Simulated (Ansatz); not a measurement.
# B8N7: the cost of one run

Computed with Ansatz 0.2.0 (DFT PBE, scalar-relativistic, plane waves, PAW, unless a step's input says otherwise).

3 further runs of the same task are left out: 1 that didn't finish, 2 set aside as unsound or not needed.

**1. Starting point**

Symmetry: Cm, No. 8, monoclinic system. The conventional cell has a = 8.449 Å, b = 5.109 Å, c = 6.118 Å, α = 90.00°, β = 133.67°, γ = 90.00°. B (site symmetry m) is surrounded by 3 N at 1.57 Å. Around B (site symmetry m) lie 4 N at 1.57 to 1.58 Å. B (site symmetry 1) has 4 N at 1.57 to 1.58 Å as nearest neighbours. Around B (site symmetry 1) lie 3 N at 1.57 to 1.58 Å. B (site symmetry m) is surrounded by 3 N at 1.57 to 1.58 Å. N (site symmetry m) is surrounded by 4 B at 1.57 to 1.58 Å. Around N (site symmetry 1) lie 4 B at 1.57 to 1.58 Å. Only part of the 11 independent sites is listed.

The input asks for a charge of +3 e on the cell.

Coordinates:

```xyz
15
Lattice="-1.2773 2.2123 -4.2245 -1.2773 2.2123 4.2245 5.1092 0.0000 0.0000" Properties=species:S:1:pos:R:3 pbc="T T T"
B     0.0000    2.9498   -0.0008
B     1.2773    0.7374   -0.0008
B     2.5546    2.9498   -0.0008
B     3.8319    0.7374   -0.0008
B     0.0000    1.4749    2.1114
B     0.0000    1.4749   -2.1131
B     2.5546    1.4749    2.1114
B     2.5546    1.4749   -2.1131
N     0.0000    2.9498    2.6411
N     2.5546    2.9498   -1.5834
N     2.5546    2.9498    2.6411
N     0.0000    1.4749    0.5289
N    -1.2773    3.6872    0.5289
N     2.5546    1.4749    0.5289
N     1.2773    3.6872    0.5289
```

It goes back to an entry of the Materials Project, which need not be the stable form.

It is built from the cell relaxed beforehand with the same method (5.97 Å³/atom).

**2. Setting up the jump**

The supercell lacks one N atom, at fractional position (0.854, 0.479, 0.333), and holds 15 atoms and a charge of +3 e on a uniform background. Atom 9 (N), 2.55 Å away, is to jump into the empty site. The cell is fixed.

**3. Relaxing around the vacancy**

File input.yaml:

```yaml
crystal:
  lattice:
    - [-1.2772900481, 2.2123312592, -4.2245145362]
    - [-1.2772900481, 2.2123312592, 4.2245145362]
    - [5.1091601921, 1.0e-10, 0.0]
  atoms:
    - { symbol: B, position: [0.6667637393, 0.666569594, 0.3333333333] }
    - { symbol: B, position: [0.1667637393, 0.166569594, 0.3333333333] }
    - { symbol: B, position: [0.6667637393, 0.666569594, 0.8333333333] }
    - { symbol: B, position: [0.1667637393, 0.166569594, 0.8333333333] }
    - { symbol: B, position: [0.083430406, 0.5832362607, 0.1666666667] }
    - { symbol: B, position: [0.583430406, 0.0832362607, 0.1666666667] }
    - { symbol: B, position: [0.083430406, 0.5832362607, 0.6666666667] }
    - { symbol: B, position: [0.583430406, 0.0832362607, 0.6666666667] }
    - { symbol: "N", position: [0.354069594, 0.9792637393, 0.3333333333] }
    - { symbol: "N", position: [0.854069594, 0.4792637393, 0.8333333333] }
    - { symbol: "N", position: [0.354069594, 0.9792637393, 0.8333333333] }
    - { symbol: "N", position: [0.2707362607, 0.395930406, 0.1666666667] }
    - { symbol: "N", position: [0.7707362607, 0.895930406, 0.1666666667] }
    - { symbol: "N", position: [0.2707362607, 0.395930406, 0.6666666667] }
    - { symbol: "N", position: [0.7707362607, 0.895930406, 0.6666666667] }
total_charge: 3
basis:
  ecutwfc: 420
kpoints:
  mp_grid: { grid: [6, 6, 6] }
hamiltonian:
  xc: pbe
scf:
  occupations: { method: gaussian, width: 0.05 }
output:
  forces: true
  stress: true
  eigenvalues: true
  write_density: true
  write_potential: true
  elf: true
  volumetric_format: npy
relax:
  adjacent_minimum: "off"
  f_tol: 0.02
  max_steps: 50
```

Started as:

```
$ ansatz run input.yaml --threads 4 --pin off --max-ram 9216MiB --backend cpu --events-out ev --progress --plain --runs-dir out
```

Q: Estimate wall time and peak memory on 4 threads of Arm Neoverse V1, shared host.

About 73 s, with a peak of 0.54 GiB.
